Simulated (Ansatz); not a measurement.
# MoS2: the cost of one run

Program: Ansatz 0.2.0. Level of theory: DFT PBE+D3(BJ), scalar-relativistic, plane waves, PAW. These are calculated values, not measurements.

72 further runs of the same task are left out: 72 set aside as unsound or not needed.

## 1. The structure to begin with

Symmetry: P6_3/mmc, No. 194, hexagonal system. The conventional cell has a = 3.149 Å, b = 3.149 Å, c = 12.096 Å, α = 90.00°, β = 90.00°, γ = 120.00°. Around Mo (site symmetry -6m2) lie 6 S at 2.40 Å. Around S (site symmetry 3m) lie 3 Mo at 2.40 Å.

As a file:

```cif
data_structure
_symmetry_space_group_name_H-M 'P 1'
_symmetry_Int_Tables_number 1
_cell_length_a 3.1493
_cell_length_b 3.1493
_cell_length_c 12.0958
_cell_angle_alpha 90.000
_cell_angle_beta 90.000
_cell_angle_gamma 120.000
_cell_volume 103.90
loop_
_atom_site_label
_atom_site_type_symbol
_atom_site_fract_x
_atom_site_fract_y
_atom_site_fract_z
_atom_site_occupancy
Mo1 Mo 0.66667 0.33333 0.25014 1
Mo2 Mo 0.33333 0.66667 0.74986 1
S1 S 0.33333 0.66667 0.37960 1
S2 S 0.66667 0.33333 0.87931 1
S3 S 0.33333 0.66667 0.12069 1
S4 S 0.66667 0.33333 0.62040 1
```

It goes back to an entry of the Materials Project, which need not be the stable form.

It is the result of an earlier relaxation at this level (volume 17.32 Å³/atom; gap on the mesh: 0.79 eV).

## 2. The scan

The energy is mapped over the lattice constants a and c of the conventional cell.

First coordinate, lattice constant a (and b): 11 values from 2.992 to 3.307 Å. Second coordinate, lattice constant c: 11 values from 11.007 to 13.184 Å.

Nothing else is relaxed (fractional coordinates fixed). Energies count from the relaxed crystal. Points are written as (first, second).

## 3. Grid point (2.992 Å, 11.878 Å)

Contents of input.yaml:

```yaml
crystal:
  lattice:
    - [2.9919, 0.0, 0.0]
    - [-1.49595, 2.5910614056, 0.0]
    - [0.0, 0.0, 11.8781]
  atoms:
    - { symbol: Mo, position: [0.6666666667, 0.3333333333, 0.2501439769] }
    - { symbol: Mo, position: [0.3333333333, 0.6666666667, 0.7498560231] }
    - { symbol: S, position: [0.3333333333, 0.6666666667, 0.3795985159] }
    - { symbol: S, position: [0.6666666667, 0.3333333333, 0.8793132861] }
    - { symbol: S, position: [0.3333333333, 0.6666666667, 0.1206867139] }
    - { symbol: S, position: [0.6666666667, 0.3333333333, 0.6204014841] }
basis:
  ecutwfc: 420
kpoints:
  mp_grid: { grid: [12, 12, 4] }
hamiltonian:
  xc: pbe
  pseudopotentials: { kind: paw, azcp: { folder: soft_1 } }
  dispersion: d3bj
scf:
  occupations: { method: gaussian, width: 0.05 }
output:
  forces: true
  stress: true
  eigenvalues: true
```

Launch:

```
$ ansatz run input.yaml --threads 4 --pin off --max-ram 8192MiB --backend cpu --events-out ev --progress --plain --runs-dir out
```

Q: Estimate wall time and peak memory on 4 threads of Arm Neoverse V1, shared host.

About 3.7 s, with a peak of 0.47 GiB.
